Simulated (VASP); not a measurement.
# Al2Cu (P4/mmm) in VASP: electric field gradients with r2SCAN

Aim: the electric field gradients of Al2Cu with r2SCAN.

All numbers are computed with VASP 6.6.1; they aren't measurements. Logs are shortened: lines on timing, memory, paths and dates and some standing lists are left out, and cuts for length are marked.

**1. The structure**

The structure is tetragonal, space group P4/mmm (No. 123). Conventional cell: a = 4.105 Å, b = 4.105 Å, c = 2.891 Å, α = 90.00°, β = 90.00°, γ = 90.00°. Al (site symmetry mmm) is surrounded by 4 Cu at 2.51 Å. Cu (site symmetry 4/mmm) has 8 Al at 2.51 Å as nearest neighbours.

The cell comes from a database or a generator and needn't be the stable form of this composition.

**2. Electric field gradients, r2SCAN**

POSCAR

```
Al2Cu
1.0
    4.1051820000      0.0000000000      0.0000000000
    0.0000000000      4.1051820000      0.0000000000
    0.0000000000      0.0000000000      2.8913130000
Al Cu
2 1
Direct
    0.5000000000      0.0000000000      0.5000000000
    0.0000000000      0.5000000000      0.5000000000
    0.0000000000      0.0000000000      0.0000000000
```

INCAR.step1

```
  PREC = Accurate
  ENCUT = 520
  ISMEAR = -1
  SIGMA = 0.03
  LREAL = F
  LASPH = T
  NELM = 100
  NBANDS = 16
  GGA = PE
  ALGO = Normal
  EDIFF = 1E-4
  LWAVE = T
  LCHARG = F
```

INCAR.step2

```
  PREC = Accurate
  ENCUT = 520
  EDIFF = 1E-8
  ISMEAR = -1
  SIGMA = 0.03
  LREAL = F
  LASPH = T
  NELM = 100
  ALGO = Normal
  ISIF = 2
  LWAVE = F
  LCHARG = F
  METAGGA = R2SCAN
  LMIXTAU = T
  LEFG = T
  NBANDS = 16
  ISTART = 1
```

KPOINTS

```
regular mesh
0
Gamma
  9 9 13
```

Potentials or basis: VASP PAW PBE potentials, release 64 (Al, Cu).

Run with:

```
$ cat potpaw_PBE.64/Al/POTCAR potpaw_PBE.64/Cu/POTCAR > POTCAR
$ cp INCAR.step1 INCAR
$ mpirun -np 1 vasp_std > vasp.out
$ cp INCAR.step2 INCAR
$ mpirun -np 1 vasp_std > vasp.out
```

OUTCAR:

```text
PREC = Accurate
   ENCUT = 520
   EDIFF = 1E-8
   ISMEAR = -1
   LREAL = F
   LASPH = T
   NELM = 100
   ISIF = 2
   METAGGA = R2SCAN
   ISTART = 1

 ion  position               nearest neighbor table
   1  0.500  0.000  0.500-   3 2.51   3 2.51   3 2.51   3 2.51   2 2.90   2 2.90   2 2.90   2 2.90

   2  0.000  0.500  0.500-   3 2.51   3 2.51   3 2.51   3 2.51   1 2.90   1 2.90   1 2.90   1 2.90

   3  0.000  0.000  0.000-   1 2.51   2 2.51   1 2.51   2 2.51   2 2.51   2 2.51   1 2.51   1 2.51

  LATTYP: Found a simple tetragonal cell.
 ALAT       =     4.1051820000
 C/A-ratio  =     0.7043081159

  Lattice vectors:

 A1 = (   4.1051820000,   0.0000000000,   0.0000000000)
 A2 = (   0.0000000000,   4.1051820000,   0.0000000000)
 A3 = (   0.0000000000,   0.0000000000,   2.8913130000)

Analysis of symmetry for initial positions (statically):
=====================================================================
 Subroutine PRICEL returns:
 Original cell was already a primitive cell.

 Routine SETGRP: Setting up the symmetry group for a
 simple tetragonal supercell.

 Subroutine GETGRP returns: Found 16 space group operations
 (whereof 16 operations were pure point group operations)
 out of a pool of 16 trial point group operations.

The static configuration has the point symmetry D_4h.

Analysis of symmetry for dynamics (positions and initial velocities):
=====================================================================
 Subroutine PRICEL returns:
 Original cell was already a primitive cell.

 Routine SETGRP: Setting up the symmetry group for a
 simple tetragonal supercell.

 Subroutine GETGRP returns: Found 16 space group operations
 (whereof 16 operations were pure point group operations)
 out of a pool of 16 trial point group operations.

The dynamic configuration has the point symmetry D_4h.

 Subroutine INISYM returns: Found 16 space group operations
 (whereof 16 operations are pure point group operations),
 and found     1 'primitive' translations

----------------------------------------------------------------------------------------

                                     Primitive cell

  volume of cell :      48.7259

  direct lattice vectors                    reciprocal lattice vectors
     4.105182000  0.000000000  0.000000000     0.243594559  0.000000000  0.000000000
     0.000000000  4.105182000  0.000000000     0.000000000  0.243594559  0.000000000
     0.000000000  0.000000000  2.891313000     0.000000000  0.000000000  0.345863627

  length of vectors
     4.105182000  4.105182000  2.891313000     0.243594559  0.243594559  0.345863627

  position of ions in fractional coordinates (direct lattice)
     0.500000000  0.000000000  0.500000000
     0.000000000  0.500000000  0.500000000
     0.000000000  0.000000000  0.000000000

  ion indices of the primitive-cell ions
   primitive index   ion index
                 1           1
                 2           2
                 3           3

----------------------------------------------------------------------------------------

 KPOINTS: regular mesh

Automatic generation of k-mesh.
 Grid dimensions read from file:
 generate k-points for:    9    9   13

 Generating k-lattice:

  Cartesian coordinates                     Fractional coordinates (reciprocal lattice)
     0.027066062  0.000000000  0.000000000     0.111111111  0.000000000  0.000000000
     0.000000000  0.027066062  0.000000000     0.000000000  0.111111111  0.000000000
     0.000000000  0.000000000  0.026604894     0.000000000  0.000000000  0.076923077

  Length of vectors
     0.027066062  0.027066062  0.026604894

  Shift w.r.t. Gamma in fractional coordinates (k-lattice)
     0.000000000  0.000000000  0.000000000

 Subroutine IBZKPT returns following result:
 ===========================================

 Found    105 irreducible k-points:

 Following reciprocal coordinates:
            Coordinates               Weight
  0.000000  0.000000  0.000000      1.000000
  0.111111  0.000000  0.000000      4.000000
  0.222222  0.000000  0.000000      4.000000
  0.333333  0.000000  0.000000      4.000000
  0.444444  0.000000  0.000000      4.000000
  0.111111  0.111111  0.000000      4.000000
[... 16 lines left out ...]
  0.333333  0.111111  0.076923     16.000000
  0.444444  0.111111  0.076923     16.000000
 [... further k-points ...]
   k-points           NKPTS =    105   k-points in BZ     NKDIM =    105   number of bands    NBANDS=     16
   number of dos      NEDOS =    301   number of ions     NIONS =      3
   total plane-waves  NPLWV =  24576
   dimension x,y,z NGX =    32 NGY =   32 NGZ =   24
   dimension x,y,z NGXF=    64 NGYF=   64 NGZF=   48
   ions per type =               2   1
   NGX,Y,Z   is equivalent  to a cutoff of  12.96, 12.96, 13.80 a.u.
   NGXF,Y,Z  is equivalent  to a cutoff of  25.92, 25.92, 27.60 a.u.
 SYSTEM =  unknown system
   PREC   = accura    normal or accurate (medium, high low for compatibility)
   ISTART =      1    job   : 0-new  1-cont  2-samecut
   ICHARG =      0    charge: 1-file 2-atom 10-const
   ISPIN  =      1    spin polarized calculation?
   LNONCOLLINEAR =      F non collinear calculations
   LSORBIT =      F    spin-orbit coupling
   LASPH  =      T    aspherical Exc in radial PAW
   ENCUT  =  520.0 eV  38.22 Ry    6.18 a.u.   7.63  7.63  5.38*2*pi/ulx,y,z
   NELM   =    100;   NELMIN=  2; NELMDL=  0     # of ELM steps
   EDIFF  = 0.1E-07   stopping-criterion for ELM
   LREAL  =      F    real-space projection
   EDIFFG = 0.1E-06   stopping-criterion for IOM
   NSW    =      0    number of steps for IOM
   IBRION =     -1    ionic relax: 0-MD 1-quasi-New 2-CG
   NFREE  =      0    steps in history (QN), initial steepest desc. (CG)
   ISIF   =      2    stress and relaxation
   ISYM   =      2    0-nonsym 1-usesym 2-fastsym
   POTIM  = 0.5000    time-step for ionic-motion
   TEBEG  =    0.0;   TEEND  =   0.0 temperature during run
   PSTRESS=    0.0 pullay stress
   NELECT =      17.0000    total number of electrons
   NUPDOWN=      -1.0000    fix difference up-down
   EMIN   =  10.00;   EMAX   =-10.00  energy-range for DOS
   EFERMI =   0.00;   METHOD = LEGACY
   ISMEAR =    -1;   SIGMA  =   0.03  broadening in eV -4-tet -1-fermi 0-gaus
   EFERMI_NEDOS =   21; number of points for ismear=-14 and -15
   IALGO  =     38    algorithm
   IMIX   =      4    mixing-type and parameters
     AMIX     =   0.40;   BMIX     =  1.00
     AMIX_MAG =   1.60;   BMIX_MAG =  1.00
  volume/ion in A,a.u.               =      16.24       109.61
  Fermi-wavevector in a.u.,A,eV,Ry     =   1.152492  2.177894 18.071765  1.328237
  Thomas-Fermi vector in A             =   2.289142
   LORBIT       =      0    0 simple, 1 ext, 2 COOP (PROOUT), +10 PAW based schemes
   METAGGA = R2SCAN    functional components
   LHFCALC =     F    Hartree Fock is set to
   AEXX    =    0.0000 exact exchange contribution
   IVDW    =     0    specifies the selected vdW correction
   LEPSILON=     F    determine dielectric tensor
   LRPA    =     F    only Hartree local field effects (RPA)
 non-spin polarized calculation
  energy-cutoff  :      520.00
  volume of cell :       48.73
 maximum number of plane-waves:      1339
 NGX is ok and might be reduce to    32
   NGX = 15   NGY = 15   NGZ = 11

 number of electron      16.9999979 magnetization

 Free energy of the ion-electron system (eV)
  ---------------------------------------------------
  ext. energy  EPLUGINS =         0.00000000
  ---------------------------------------------------
  free energy    TOTEN  =       -24.41121338 eV

  energy without entropy =      -24.40893407  energy(sigma->0) =      -24.41007372

 E-fermi :   7.0525     XC(G=0): -11.1166

 val. band max:        7.0501557842   @ k =   0.4444   0.3333   0.4615
 cond. band min:       7.0763870609   @ k =   0.4444   0.0000   0.3077
 fundamental gap:      0.0262312767
 Fermi energy:         7.0525126478

 k-point     1 :       0.0000    0.0000    0.0000
  band No.  band energies     occupation
      1      -4.0052      2.00000
      2       1.5063      2.00000
      3       2.0161      2.00000
      4       2.6706      2.00000
      5       2.9053      2.00000
      6       2.9053      2.00000
[... 8 lines left out ...]
     15      14.4917      0.00000
     16      20.4635      0.00000

 k-point     2 :       0.1111    0.0000    0.0000
  band No.  band energies     occupation
      1      -3.8950      2.00000
      2       1.4329      2.00000
      3       1.9894      2.00000
      4       2.6370      2.00000
      5       2.9014      2.00000
      6       2.9060      2.00000
[... 8 lines left out ...]
     15      16.0433      0.00000
     16      19.9803      0.00000

 k-point     3 :       0.2222    0.0000    0.0000
  band No.  band energies     occupation
      1      -3.5701      2.00000
      2       1.0068      2.00000
      3       1.9408      2.00000
      4       2.5627      2.00000
      5       2.8916      2.00000
      6       2.9075      2.00000
[... 8 lines left out ...]
     15      18.1696      0.00000
     16      18.9486      0.00000

 k-point     4 :       0.3333    0.0000    0.0000
  band No.  band energies     occupation
      1      -3.0565      2.00000
      2       0.1011      2.00000
      3       1.9370      2.00000
      4       2.4918      2.00000
      5       2.7005      2.00000
      6       2.8804      2.00000
[... 8 lines left out ...]
     15      17.8660      0.00000
     16      20.0165      0.00000
[... 324 lines left out ...]
 k-point    22 :       0.2222    0.1111    0.0769
  band No.  band energies     occupation
      1      -3.3472      2.00000
      2       1.1030      2.00000
      3       1.9181      2.00000
      4       2.5138      2.00000
      5       2.7380      2.00000
      6       2.8026      2.00000
[... 8 lines left out ...]
     15      17.4973      0.00000
     16      18.7494      0.00000

 k-point    23 :       0.3333    0.1111    0.0769
  band No.  band energies     occupation
      1      -2.8333      2.00000
      2       0.2633      2.00000
      3       1.9237      2.00000
      4       2.4520      2.00000
      5       2.6733      2.00000
      6       2.8118      2.00000
[... 8 lines left out ...]
     15      17.9837      0.00000
     16      20.1132      0.00000

 k-point    24 :       0.4444    0.1111    0.0769
  band No.  band energies     occupation
      1      -2.2531      2.00000
      2      -0.5942      2.00000
      3       1.9570      2.00000
      4       2.4209      2.00000
      5       2.6409      2.00000
      6       2.8166      2.00000
[... 8 lines left out ...]
     15      18.1085      0.00000
     16      19.9261      0.00000

 [... further k-points ...]
[... 5 lines left out ...]
  --------------------------------------------------------------------------------------
  -------------------------------------------------------------------------------------
  Total       -0.5540424     -0.5540424     -0.9726683      0.0000000      0.0000000      0.0000000
  in kB      -18.2177029    -18.2177029    -31.9827202      0.0000000      0.0000000      0.0000000
  external PRESSURE =     -22.8060420 kB  Pullay stress =       0.0000000 kB

 VOLUME and BASIS-vectors are now :
 -----------------------------------------------------------------------------
  energy-cutoff  :      520.00
  volume of cell :       48.73
      direct lattice vectors                 reciprocal lattice vectors
     4.105182000  0.000000000  0.000000000     0.243594559  0.000000000  0.000000000
     0.000000000  4.105182000  0.000000000     0.000000000  0.243594559  0.000000000
     0.000000000  0.000000000  2.891313000     0.000000000  0.000000000  0.345863627

 POSITION                                       TOTAL-FORCE (eV/Angst)
 -----------------------------------------------------------------------------------
      2.05259      0.00000      1.44566         0.000000      0.000000      0.000000
      0.00000      2.05259      1.44566         0.000000      0.000000      0.000000
      0.00000      0.00000      0.00000         0.000000      0.000000      0.000000
 -----------------------------------------------------------------------------------
    total drift:                               -0.000000     -0.000000      0.000000

  FREE ENERGIE OF THE ION-ELECTRON SYSTEM (eV)
  ---------------------------------------------------
  free  energy   TOTEN  =       -24.4112133762 eV

  energy  without entropy=      -24.4089340706  energy(sigma->0) =      -24.41007372

 Electric field gradients (V/A^2)
---------------------------------------------------------------------
 ion       V_xx      V_yy      V_zz      V_xy      V_xz      V_yz
---------------------------------------------------------------------
   1     -22.550    24.302    -1.752     0.000     0.000    -0.000
   2      24.302   -22.550    -1.752    -0.000    -0.000    -0.000
   3      -9.353    -9.353    18.705     0.000     0.000     0.000
---------------------------------------------------------------------

 Electric field gradients after diagonalization (V/A^2)
 (convention: |V_zz| > |V_xx| > |V_yy|)
----------------------------------------------------------------------
 ion       V_xx      V_yy      V_zz     asymmetry (V_yy - V_xx)/ V_zz
----------------------------------------------------------------------
   1     -22.550    -1.752    24.302       0.856
   2     -22.550    -1.752    24.302       0.856
   3      -9.353    -9.353    18.705       0.000
----------------------------------------------------------------------

           NMR quadrupolar parameters

 Cq : quadrupolar parameter    Cq=e*Q*V_zz/h
 eta: asymmetry parameters     (V_yy - V_xx)/ V_zz
 Q  : nuclear electric quadrupole moment in mb (millibarn)
----------------------------------------------------------------------
 ion       Cq(MHz)       eta       Q (mb)
----------------------------------------------------------------------
   1       0.059       0.856       1.000
   2       0.059       0.856       1.000
   3       0.045       0.000       1.000
----------------------------------------------------------------------
```

It took 2.1 min on 1 thread of Intel Xeon 6975P-C (Granite Rapids), shared host; peak memory 0.22 GiB.

What came out:

```
Free energy            : -24.4112 eV
Pressure               : -2.3 GPa
Band gap on the k mesh : none (metal or under the smearing width)
```

Stress tensor (GPa, compression positive):
```
-1.82  0.00  0.00
 0.00 -1.82  0.00
 0.00  0.00 -3.20
```

Levels at points of the mesh, in eV from the Fermi level:
```tsv
k point	band 5	band 6	band 7	band 8	band 9	band 10	band 11	band 12
(0.00, 0.00, 0.00)	-4.15	-4.15	-2.53	-2.53	0.09	1.08	6.42	6.68
```

Electric field gradients, principal values (V/Å²):
```tsv
atom	Vxx	Vyy	Vzz
1 Al	-1.752	-22.550	24.302
2 Al	-1.752	-22.550	24.302
3 Cu	-9.353	-9.353	18.705
```

Caveat: the PAW data sets were made with another functional, which shifts forces and pressure a little.
